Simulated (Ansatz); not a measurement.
CsBr (CsCl type), relaxed with LDA (Ansatz, a first-principles code, plane waves, PAW): a = 4.1396 Å, b = 4.1396 Å, c = 4.1396 Å, α = 90.00°, β = 90.00°, γ = 90.00°.

| Property | Result |
|---|---|
| gap (eV) | 4.53 |
| ΔH_f (eV/atom) | -1.84 |
| B₀ by P(V) fit (GPa) | 21.1 |

Q: The same phase is relaxed and computed with PBEsol in the same code. What are the cell and these values now?

A: a = 4.2421 Å, b = 4.2421 Å, c = 4.2421 Å, α = 90.00°, β = 90.00°, γ = 90.00°.

- gap (eV) = 4.45
- ΔH_f (eV/atom) = -1.78
- B₀ by P(V) fit (GPa) = 15.8

All cells were relaxed under the symmetry of their starts (and spin orders); stability against distortions was not tested throughout. Spin–orbit coupling is left out wherever it is not named.

Potentials: the later of the program's two PAW sets.

Ansatz is a plane-wave DFT program.

Formation energies count from the lowest solids of the elements computed at the same level, not from gases.
